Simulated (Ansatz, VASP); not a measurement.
## Two plane-wave programs on CaO

Contents of INCAR:

```
SYSTEM = CaO
PREC = Accurate
ENCUT = 520
EDIFF = 1E-7
ISMEAR = 0
SIGMA = 0.05
LREAL = .False.
LASPH = .True.
NELM = 80
ALGO = Normal
ISIF = 2
LWAVE = .False.
LCHARG = .False.
GGA = CA
NBANDS = 15
```

Contents of KPOINTS:

```
Automatic mesh
0
Gamma
  8 8 8
  0 0 0
```

The input POSCAR:

```
CaO
1.0
    0.0000000000      2.5224700000      2.4857350000
    2.5224700000      0.0000000000      2.4857350000
    2.5224700000      2.5224700000      0.0000000000
Ca O
1 1
Direct
    0.0000000000      0.0000000000      0.0000000000
    0.5000000000      0.5000000000      0.5000000000
```

Input for Ansatz:

```yaml
crystal:
  lattice:
    - [0.0, 2.52247, 2.485735]
    - [2.52247, 0.0, 2.485735]
    - [2.52247, 2.52247, 0.0]
  atoms:
    - { symbol: Ca, position: [0.0, 0.0, 0.0] }
    - { symbol: O, position: [0.5, 0.5, 0.5] }
basis:
  ecutwfc: 420
kpoints:
  mp_grid: { grid: [8, 8, 8] }
hamiltonian:
  xc: lda
scf:
  occupations: { method: gaussian, width: 0.05 }
output:
  forces: true
  stress: true
  eigenvalues: true
```

Change from the starting cell: strain +0.030 along x and y, +0.015 along z, atoms carried along.

Alike in both runs: task single point; functional LDA; k mesh 8 × 8 × 8; occupations gaussian, width 0.05 eV; no spin polarisation.

```csv
,VASP,Ansatz
version,VASP 6.6.1,Ansatz 0.2.0
potentials or method,"VASP PAW LDA potentials, release 64 (Ca_sv, O)","scalar-relativistic, plane waves, PAW"
plane-wave cutoff (eV),520,420
valence electrons in the cell,16,16
```

Ansatz gave:

| Property | Result |
| --- | --- |
| gap on the k mesh at the Fermi level (eV) | 3.46 |
| least direct gap on the mesh (eV) | 3.57 |
| pressure (GPa) | -16.2 |
| largest component of the traceless stress (GPa) | 0.47 |

**Question.** Which values does VASP return?

**Answer.** gap on the k mesh at the Fermi level (eV): 3.44; least direct gap on the mesh (eV): 3.57; pressure (GPa): -15.8; largest component of the traceless stress (GPa): 0.52.

Caveats: so large a pressure means that the cell lies far from this level's equilibrium, or that cutoff or potentials fall short (VASP). A k mesh can miss the band edges.
